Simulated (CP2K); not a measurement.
# FeO (Wuestite) under changes of volume

One of the cells (10.013 Å³/atom); the others are scaled copies at fixed shape and fractional positions:

```
Fe O
1.0
     3.04820    0.00000    0.00000
     1.52410    2.63982    0.00000
     1.52410    0.87994    2.48884
Fe O
1 1
Direct
  0.00000 0.00000 0.00000
  0.50000 0.50000 0.50000
```

```yaml
Program: CP2K 2026.2
Functional: PBEsol
Potentials_or_basis: POTENTIAL_UZH Fe GTH-PBE-q16, O GTH-PBE-q6; TZVP-MOLOPT-PBE-GTH basis
Density_cutoff: 8163 eV
k_mesh: 11 × 11 × 11
Occupations: fermi-dirac, width 0.1 eV
Spin: collinear spin, ferromagnetic start
Starting_moments: "[3.0, 0.0] μB"
```

```csv
volume (Å³/atom),energy over the lowest point (meV/atom),pressure (GPa)
9.413,?,?
9.613,0.00,0.4
9.813,2.44,-3.7
10.013,9.78,-7.4
10.214,21.47,-10.6
10.414,37.03,-13.5
10.614,55.99,-16.1
```

What does the run at 9.413 Å³/atom give?

Energy over the lowest point 3.05 meV/atom; pressure 5.0 GPa.

Worked out: A Birch-Murnaghan fit of order 3 (a polynomial in V^(-2/3)) to the other rows has its minimum at 9.62 Å³/atom with B0 = V·E''(V) = 210 GPa and B' = 4.6. It gives 3.02 meV/atom at 9.413 Å³/atom, against the run's 3.05, and -dE/dV = 4.8 GPa, against 5.0.

Energies are extrapolated to zero smearing.

Caveats: the potentials were made for another functional, which shifts forces and pressure; the basis of atomic orbitals isn't converged, which shifts pressures, moduli and gaps; the total moment is fixed, so each spin has its own Fermi level; a cell with one magnetic atom can't hold antiferromagnetic order, which such compounds often take.
